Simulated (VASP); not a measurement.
# Ru (P6_3/mmc) in VASP: settings compared, part 2 of 2

VASP 6.6.1. The steps go on from the part before.

## Step 5: Single point, PBEsol

INCAR

```
ALGO     = Fast           # electronic algorithm
EDIFF    = 1E-6           # SCF threshold, eV
ENCUT    = 600            # plane-wave cutoff, eV
GGA      = PS             # functional
ISIF     = 2              # what is computed and relaxed
ISMEAR   = 1              # smearing method
KPAR     = 4            
LASPH    = True           # aspherical terms in the spheres
LCHARG   = False          # write CHGCAR
LREAL    = False          # projectors in reciprocal space
LWAVE    = False          # write WAVECAR
NBANDS   = 21             # bands
NELM     = 120            # most SCF steps
PREC     = Accurate       # precision mode
SIGMA    = 0.1            # smearing width, eV
```

KPOINTS

```
k-points
0
Gamma
  18 18 10
```

POSCAR

```
Ru                                      
1.0
    2.7189980579     -0.0000000000      0.0000000000
   -1.3594990290      2.3547213910     -0.0000000000
   -0.0000000000      0.0000000000      4.2967676148
  Ru            
     2
Direct
     0.3333333332999970    0.6666666667000030    0.2500000000000000
     0.6666666667000030    0.3333333332999970    0.7500000000000000
```

Potentials or basis: VASP PAW PBE potentials, release 64 (Ru_pv).

Launch:

```console
> cat potpaw_PBE.64/Ru_pv/POTCAR > POTCAR
> mpirun -np 4 vasp_std > vasp.out
```

OUTCAR:

```text
EDIFF = 1E-6
   ENCUT = 600
   GGA = PS
   ISIF = 2
   ISMEAR = 1
   LASPH = True
   LREAL = False
   NELM = 120
   PREC = Accurate

 ion  position               nearest neighbor table
   1  0.333  0.667  0.250-   2 2.66   2 2.66   2 2.66   2 2.66   2 2.66   2 2.66
   2  0.667  0.333  0.750-   1 2.66   1 2.66   1 2.66   1 2.66   1 2.66   1 2.66

  LATTYP: Found a hexagonal cell.
 ALAT       =     2.7189980579
 C/A-ratio  =     1.5802760882

  Lattice vectors:

 A1 = (   2.7189980579,   0.0000000000,   0.0000000000)
 A2 = (  -1.3594990290,   2.3547213910,   0.0000000000)
 A3 = (   0.0000000000,   0.0000000000,   4.2967676148)

Analysis of symmetry for initial positions (statically):
=====================================================================
 Subroutine PRICEL returns:
 Original cell was already a primitive cell.

 Routine SETGRP: Setting up the symmetry group for a
 hexagonal supercell.

 Subroutine GETGRP returns: Found 24 space group operations
 (whereof 12 operations were pure point group operations)
 out of a pool of 24 trial point group operations.

[... 155 lines left out ...]

 number of electron      28.0000004 magnetization

 Free energy of the ion-electron system (eV)
  ---------------------------------------------------
  ext. energy  EPLUGINS =         0.00000000
  ---------------------------------------------------
  free energy    TOTEN  =       -20.31221777 eV

  energy without entropy =      -20.31155405  energy(sigma->0) =      -20.31199653

 E-fermi :  12.4503     XC(G=0): -14.1996

 val. band max:       12.4493401909   @ k =   0.4444   0.1111   0.5000
 cond. band min:      12.4519591718   @ k =   0.1667   0.0000   0.4000
 fundamental gap:      0.0026189809
 Fermi energy:        12.4502672617

 k-point     1 :       0.0000    0.0000    0.0000
  band No.  band energies     occupation
      1     -31.0910      2.00000
      2     -30.1902      2.00000
      3     -30.1902      2.00000
      4     -30.0247      2.00000
      5     -30.0247      2.00000
      6     -29.9858      2.00000
[... 565 lines left out ...]
     20      24.3331      0.00000
     21      24.4085      0.00000

 [... further k-points ...]
[... 5 lines left out ...]
  --------------------------------------------------------------------------------------
  -------------------------------------------------------------------------------------
  Total       -1.7883895     -1.7883895     -1.8361823      0.0000000      0.0000000      0.0000000
  in kB     -104.1555475   -104.1555475   -106.9389898      0.0000000      0.0000000      0.0000000
  external PRESSURE =    -105.0833616 kB  Pullay stress =       0.0000000 kB

 VOLUME and BASIS-vectors are now :
 -----------------------------------------------------------------------------
  energy-cutoff  :      600.00
  volume of cell :       27.51
      direct lattice vectors                 reciprocal lattice vectors
     2.718998058  0.000000000  0.000000000     0.367782536  0.212339346  0.000000000
    -1.359499029  2.354721391  0.000000000     0.000000000  0.424678692  0.000000000
     0.000000000  0.000000000  4.296767615     0.000000000  0.000000000  0.232733089

 POSITION                                       TOTAL-FORCE (eV/Angst)
 -----------------------------------------------------------------------------------
     -0.00000      1.56981      1.07419        -0.000000      0.000000      0.000000
      1.35950      0.78491      3.22258         0.000000     -0.000000      0.000000
 -----------------------------------------------------------------------------------
    total drift:                               -0.000000      0.000000     -0.000000

  FREE ENERGIE OF THE ION-ELECTRON SYSTEM (eV)
  ---------------------------------------------------
  free  energy   TOTEN  =       -20.3122177672 eV

  energy  without entropy=      -20.3115540528  energy(sigma->0) =      -20.31199653
```

stdout:

```text
POSCAR found type information on POSCAR Ru
 POSCAR found :  1 types and       2 ions
 scaLAPACK will be used
 -----------------------------------------------------------------------------
|                                                                             |
|                                                                             |
|     You enforced a specific xc type in the INCAR file but a different       |
|     I HOPE YOU KNOW WHAT YOU ARE DOING!                                     |
|                                                                             |
 -----------------------------------------------------------------------------

 LDA part: xc-table for (Slater+PW92), standard interpolation
 POSCAR, INCAR and KPOINTS ok, starting setup
 FFT: planning ... GRIDC
 FFT: planning ... GRID_SOFT
 FFT: planning ... GRID
 WAVECAR not read
 entering main loop
```

Run time: 13 s. Hardware: 4 MPI ranks of Intel Xeon 6975P-C (Granite Rapids), shared host; peak memory 0.23 GiB.

What came out:

- Free energy: -20.3122 eV
- Pressure: -10.5 GPa
- Band gap on the k mesh: none (metal or under the smearing width)

Levels at points of the mesh, in eV from the Fermi level:
| k point | band 12 | band 13 | band 14 | band 15 | band 16 | band 17 |
| --- | --- | --- | --- | --- | --- | --- |
| (0.00, 0.00, 0.00) | -1.87 | -1.87 | -1.36 | -1.36 | 1.18 | 1.18 |
| (0.50, 0.00, 0.00) | -1.80 | -1.48 | 1.41 | 1.83 | 1.91 | 4.00 |
| (0.00, 0.00, 0.50) | -2.71 | -2.68 | -2.68 | 0.55 | 0.55 | 0.55 |
| (0.50, 0.00, 0.50) | -1.03 | 0.43 | 0.43 | 1.67 | 1.67 | 3.33 |

Caveat: the PAW data sets were made with another functional, which shifts forces and pressure a little.

## Step 6: Summary

| level | cutoff (eV) | gap on the mesh (eV) | pressure (GPa) |
| --- | --- | --- | --- |
| PBE | 300 | none | -0.7 |
| PBE | 600 | none | 0.0 |
| PBEsol | 300 | none | -11.2 |
| PBEsol | 600 | none | -10.5 |

Alike in all rows: task single point; potentials or basis VASP PAW PBE potentials, release 64 (Ru_pv); no spin polarisation; cell as given; k mesh 18 × 18 × 10; smearing methfessel-paxton 0.1 eV.

Every run on the cell as given and a fine mesh finds a metal. The pressure there spans -11.2 GPa (PBEsol) to 0.0 GPa (PBE); a positive pressure means that this level wants a larger cell, a negative one a smaller.

Caveats: the PAW data sets were made with another functional, which shifts forces and pressure a little (some runs).

Absolute energies hang on the potentials; compare differences alone.
